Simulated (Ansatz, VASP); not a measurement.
## Rh in VASP and in Ansatz

INCAR

```
  PREC = Accurate
  ENCUT = 520
  EDIFF = 1E-6
  ISMEAR = -1
  SIGMA = 0.1
  LREAL = False
  LASPH = True
  NELM = 80
  ALGO = Normal
  ISIF = 2
  LWAVE = False
  LCHARG = True
  GGA = PE
  LELF = True
  LVHAR = True
  NBANDS = 14
```

Contents of KPOINTS:

```
Automatic mesh
0
Gamma
  15 15 15
```

Contents of POSCAR:

```
Rh
1.0
    2.2527714097      0.0000000000      0.0000000000
    0.0000000000      2.2527714097      0.0000000000
    0.0000000000      0.0000000000      2.2527714097
Rh
1
Direct
    0.0000000000      0.0000000000      0.0000000000
```

Input for Ansatz:

```yaml
crystal:
  lattice:
    - [2.2527714097, 0.0, 0.0]
    - [0.0, 2.2527714097, 0.0]
    - [0.0, 0.0, 2.2527714097]
  atoms:
    - { symbol: Rh, position: [0.0, 0.0, 0.0] }
kpoints:
  mp_grid: { grid: [15, 15, 15] }
scf:
  occupations: { method: fermi_dirac, width: 0.1 }
hamiltonian:
  xc: pbe
  pseudopotentials: { kind: all_electron, lapw: { basis_error: 0.001 } }
output:
  forces: true
  stress: true
  eigenvalues: true
  populations: true
```

Change from the starting cell: volume scaled by 0.7, LAPW.

Alike in both runs: task single point; functional PBE; k mesh 15 × 15 × 15; occupations fermi-dirac, width 0.1 eV; no spin polarisation.

```csv
,VASP,Ansatz
version,VASP 6.6.1,Ansatz 0.2.0
potentials or method,"VASP PAW PBE potentials, release 64 (Rh_pv)","all-electron LAPW, scalar-relativistic"
plane-wave cutoff (eV),520,see its input
```

VASP gave:

| Property | Result |
| --- | --- |
| pressure (GPa) | 158.2 |

Problem. Which values does Ansatz return?

Solution. Pressure (GPa): 156.8.

Ansatz ran all-electron here, so the differences hold the error of VASP's frozen core and of both bases.

Caveats: the cell as given lies far from equilibrium; so large a pressure means that the cell lies far from this level's equilibrium, or that cutoff or potentials fall short (VASP).
